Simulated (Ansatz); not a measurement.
# Where the states of CuCl lie

```
Cu Cl
1.0
     0.00000    2.71010    2.71010
     2.71010    0.00000    2.71010
     2.71010    2.71010    0.00000
Cu Cl
1 1
Cartesian
  0.0000 0.0000 0.0000
  4.0652 4.0652 4.0652
```

The cell is COD entry 9013925, as deposited and not checked against the literature; nothing was relaxed.

Theory: DFT, PBE, all-electron LAPW, scalar-relativistic (Ansatz 0.2.0).

Sampling and basis: a Γ-centred 11×11×11 k mesh, Fermi–Dirac smearing of 0.03 eV, basis error target 0.25 meV/atom, no spin polarisation.

States per eV and cell, averaged over 0.6 eV, from -5.9 to 3.5 eV, with energies (bin centres) from the valence-band top; empty bins are left out. The partial columns, the largest 4 alone, are projections on Löwdin-orthogonalised atomic shells (those that the program's projection atoms carry: the occupied ones and, for some elements, an empty d or f shell; other empty shells have no column), summed over atoms of an element. Weights on diffuse s and p shells depend on that basis and aren't pure angular character.

```json
{"E (eV)": "-5.7", "total": "1.39", "Cu 3d": "0.14", "Cl 3p": "1.16", "Cu 4s": "0.07", "Cl 3s": "0.01"}
{"E (eV)": "-5.1", "total": "5.80", "Cu 3d": "0.89", "Cl 3p": "4.83", "Cu 4s": "0.03", "Cl 3s": "0.00"}
{"E (eV)": "-1.5", "total": "8.62", "Cu 3d": "8.41", "Cl 3p": "0.08", "Cu 4s": "0.03", "Cl 3s": "0.02"}
{"E (eV)": "-0.9", "total": "5.71", "Cu 3d": "5.05", "Cl 3p": "0.52", "Cu 4s": "0.02", "Cl 3s": "0.05"}
{"E (eV)": "-0.3", "total": "2.34", "Cu 3d": "1.85", "Cl 3p": "0.44", "Cu 4s": "0.01", "Cl 3s": "0.01"}
{"E (eV)": "0.9", "total": "0.03", "Cu 3d": "0.00", "Cl 3p": "0.00", "Cu 4s": "0.02", "Cl 3s": "0.01"}
{"E (eV)": "1.5", "total": "0.09", "Cu 3d": "0.00", "Cl 3p": "0.01", "Cu 4s": "0.06", "Cl 3s": "0.02"}
{"E (eV)": "2.1", "total": "0.17", "Cu 3d": "0.00", "Cl 3p": "0.02", "Cu 4s": "0.12", "Cl 3s": "0.02"}
{"E (eV)": "2.7", "total": "0.37", "Cu 3d": "0.00", "Cl 3p": "0.05", "Cu 4s": "0.25", "Cl 3s": "0.04"}
{"E (eV)": "3.3", "total": "0.77", "Cu 3d": "0.01", "Cl 3p": "0.10", "Cu 4s": "0.45", "Cl 3s": "0.05"}
```

(1) Which of the resolved shells contributes most in the top eV of the valence band?

(2) Where is the centre of the filled Cu 3d states between -14 eV and the top of the filled states?

## Answers

(1) Cu 3d, with 84 % of all states there; Cl 3p follows with 14 %.

(2) -1.43 eV from the valence-band top.
